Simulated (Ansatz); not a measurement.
The system is SiO2.

```
Si O
1.0
    -2.62334    4.77675    4.44167
     2.62334   -4.77675    4.44167
     2.62334    4.77675   -4.44167
Si O
4 8
Direct
  0.26034 0.84494 0.41540
  0.07045 0.15506 0.91540
  0.73966 0.15506 0.58460
  0.92955 0.84494 0.08460
  0.50000 0.00000 0.50000
  0.00000 0.00000 0.00000
  0.79318 0.00000 0.29318
  0.20682 0.50000 0.20682
  0.20682 0.00000 0.70682
  0.79318 0.50000 0.79318
  0.86931 0.11931 0.75000
  0.13069 0.88069 0.25000
```

The cell comes from a database or a generator and needn't be the stable form of this composition.

Below is the output of Ansatz 0.2.0 for this cell. Logs are shortened: lines on timing, memory, paths and dates and some standing lists are left out, and cuts for length are marked.

```text
Warning: RAYON_NUM_THREADS=4 ignored (pool sized by the plan → 4); use --threads N
Engine: ansatz 0.2.0, aarch64-unknown-linux-gnu
Pseudopotentials: kind: paw
Pseudopotential: Si, paw, valence charge 4, recommended cutoff 420 eV (normal), Si.paw.azcp
Pseudopotential: O, paw, valence charge 6, recommended cutoff 420 eV (normal), O.paw.azcp
Functional definition: RPBE
  parameter kappa = 0.804
  parameter beta = 0.06672455060314922
  exchange = rpbe_x(kappa = kappa, mu = beta*pi^2/3)
  correlation = pbe_c(beta = beta)
Crystal: 12 atoms, lattice volume = 222.635 Å³
Basis set: ecut = 420 eV, 4321 PW (Γ), exchange–correlation on 96×96×96 points (8 copies of the dense FFT grid, shifted against one another)
Bands: 44, of which v1, the nominal top of the filled ones, is band 32 counted from 1 (31 counted from 0)
Symmetry: 8 space group operations
Space group: Imma (ITA 74), of the structure as read, at distance tolerance 6.1e-5 Å
k-points: 46 of 216
Non-local potential: Si, projectors of the file, l = 0: 2, l = 1: 2, l = 2: 2
Non-local potential: O, projectors of the file, l = 0: 2, l = 1: 2, l = 2: 1
[... 164 lines left out ...]
  max |Σ_I F_I| component: 1.25e-18 eV/Å
--- Stress (GPa, compression-positive) ---
        0.002648       0.000000       0.000000
        0.000000       0.032977       0.000000
        0.000000       0.000000      -0.023621
  P = ⅓ Tr σ = 0.0040 GPa (0.040 kbar)
--- Band table (eV; the first three rows and the last of 46) ---
  k-point 0: bands = ["-20.0238", "-19.1635", "-18.7134", "-18.6753", "-18.1442", "-18.1000", "-18.0932", "-18.0898", "-9.4588", "-9.0179", "-8.4496", "-6.2957", "-6.1651", "-6.1465", "-6.1277", "-5.6619", "-4.0022", "-3.6518", "-3.1262", "-3.0826", "-2.6514", "-2.6456", "-2.6164", "-2.6113", "-2.0445", "-2.0101", "-1.9977", "-1.8102", "-1.7151", "-1.3187", "-1.0912", "-0.6525", "4.6522", "7.5092", "7.7447", "7.9217", "8.3410", "8.4972", "8.6579", "8.9824", "9.2084", "9.5333", "9.7374", "9.9002"]
  k-point 1: bands = ["-19.9611", "-19.1208", "-18.8998", "-18.6278", "-18.1390", "-18.0997", "-18.0950", "-18.0928", "-9.4435", "-8.7383", "-8.5191", "-6.3069", "-6.2637", "-6.1667", "-6.0891", "-5.6439", "-3.9832", "-3.7021", "-3.2331", "-3.0255", "-2.7619", "-2.6388", "-2.6225", "-2.5212", "-2.1734", "-2.0371", "-2.0331", "-1.8086", "-1.5868", "-1.4922", "-1.0249", "-0.8044", "4.9623", "7.6236", "7.7270", "8.0552", "8.4916", "8.7016", "8.7439", "9.0362", "9.1291", "9.5272", "9.5656", "10.1215"]
  k-point 2: bands = ["-19.7813", "-19.1950", "-19.0031", "-18.6958", "-18.1258", "-18.1034", "-18.0991", "-18.0975", "-9.2831", "-8.7187", "-8.1137", "-6.7268", "-6.1989", "-6.1772", "-5.9779", "-5.6742", "-3.9519", "-3.8275", "-3.2882", "-3.0459", "-2.9148", "-2.7004", "-2.5594", "-2.3733", "-2.2879", "-2.1681", "-2.0270", "-1.8793", "-1.8357", "-1.2731", "-1.1517", "-0.9669", "5.7713", "7.6698", "7.8791", "8.1306", "8.2715", "8.5035", "9.0879", "9.2336", "9.5234", "9.5236", "9.7136", "9.8494"]
  k-point 45: bands = ["-19.6516", "-19.6067", "-19.1832", "-18.1269", "-18.1093", "-18.0985", "-18.0907", "-18.0806", "-10.4089", "-8.2596", "-7.2771", "-7.2312", "-6.4671", "-6.0004", "-5.8251", "-5.7589", "-3.8778", "-3.6515", "-3.3717", "-3.2625", "-2.8513", "-2.6794", "-2.6235", "-2.4610", "-2.3966", "-2.3181", "-2.1556", "-1.8880", "-1.1707", "-0.8921", "-0.8778", "-0.6744", "6.5617", "6.6536", "6.8211", "6.9576", "8.0050", "8.2639", "8.3310", "9.5441", "9.5828", "9.7099", "9.9675", "10.0403"]
--- Relaxed structure (8 steps of the walk, 8 accepted, 2 SCFs on fresh bases) ---
  F+E_penalty+E_count = -7122.87351990 eV   max|allowed force component| = 1.896e-3 eV/Å   (the final SCF, on the basis selected at the relaxed cell)
  cell:  # Å, volume = 232.0884 Å³
    - [-2.6561216075466323, 4.86941968454503, 4.486092211641113]
    - [2.6561216075466323, -4.86941968454503, 4.486092211641113]
    - [2.6561216075466323, 4.86941968454503, -4.486092211641113]
  atoms:
    - { symbol: Si, position: [0.25950964278905486, 0.8458615468905771, 0.41364809589847773] }
    - { symbol: Si, position: [0.06778654900790054, 0.15413845310942287, 0.9136480958984776] }
    - { symbol: Si, position: [0.7404903572109449, 0.1541384531094229, 0.586351904101522] }
    - { symbol: Si, position: [0.9322134509920994, 0.8458615468905771, 0.08635190410152224] }
    - { symbol: O, position: [0.5, 5.0853668173809555e-22, 0.5] }
    - { symbol: O, position: [-5.5795866622772535e-21, 5.0853668173809555e-22, -6.088123344015349e-21] }
    - { symbol: O, position: [0.7954745400450263, -5.551115123125783e-17, 0.2954745400450262] }
    - { symbol: O, position: [0.20452545995497384, 0.5, 0.20452545995497384] }
    - { symbol: O, position: [0.20452545995497373, 0.0, 0.7045254599549737] }
    - { symbol: O, position: [0.7954745400450263, 0.49999999999999994, 0.7954745400450263] }
    - { symbol: O, position: [0.8637772114260337, 0.1137772114260337, 0.75] }
    - { symbol: O, position: [0.13622278857396625, 0.8862227885739662, 0.25] }
```

**Question.** Write the input and the command behind it.

**Answer.** Relaxation of cell and atoms with RPBE, no spin polarisation. The files as run (others can give the same):

input.yaml
```yaml
crystal:
  lattice:
    - [-2.62333646, 4.776753505, 4.441674725]
    - [2.62333646, -4.776753505, 4.441674725]
    - [2.62333646, 4.776753505, -4.441674725]
  atoms:
    - { symbol: Si, position: [0.26034098, 0.84494489, 0.41539609] }
    - { symbol: Si, position: [0.0704512, 0.15505511, 0.91539609] }
    - { symbol: Si, position: [0.73965902, 0.15505511, 0.58460391] }
    - { symbol: Si, position: [0.9295488, 0.84494489, 0.08460391] }
    - { symbol: O, position: [0.5, 0.0, 0.5] }
    - { symbol: O, position: [0.0, 0.0, 0.0] }
    - { symbol: O, position: [0.79317541, 0.0, 0.29317541] }
    - { symbol: O, position: [0.20682459, 0.5, 0.20682459] }
    - { symbol: O, position: [0.20682459, 0.0, 0.70682459] }
    - { symbol: O, position: [0.79317541, 0.5, 0.79317541] }
    - { symbol: O, position: [0.86931113, 0.11931113, 0.75] }
    - { symbol: O, position: [0.13068887, 0.88068887, 0.25] }
hamiltonian:
  xc: rpbe
  pseudopotentials: { kind: paw }
kpoints:
  mp_grid: { grid: [6, 6, 6] }
scf:
  occupations: { method: fermi_dirac, width: 0.05 }
output:
  forces: true
  stress: true
  eigenvalues: true
relax:
  f_tol: 0.01
  max_steps: 40
  cell: { stress_tol: 0.05 }
```

Potentials or basis: Ansatz PAW.
Command:
```console
$ ansatz run input.yaml --threads 4 --pin off --max-ram 11264MiB --backend cpu --events-out ev --progress --plain --runs-dir out
```

Caveat: the plane-wave basis is chosen anew once the cell has moved, so the energies of steps on either side of that aren't comparable; the pressure holds a Pulay correction of +0.3 GPa for the finite cutoff; the PAW data sets come from PBE, with cores solved anew for the run's functional, which leaves a small shift of forces and pressure.
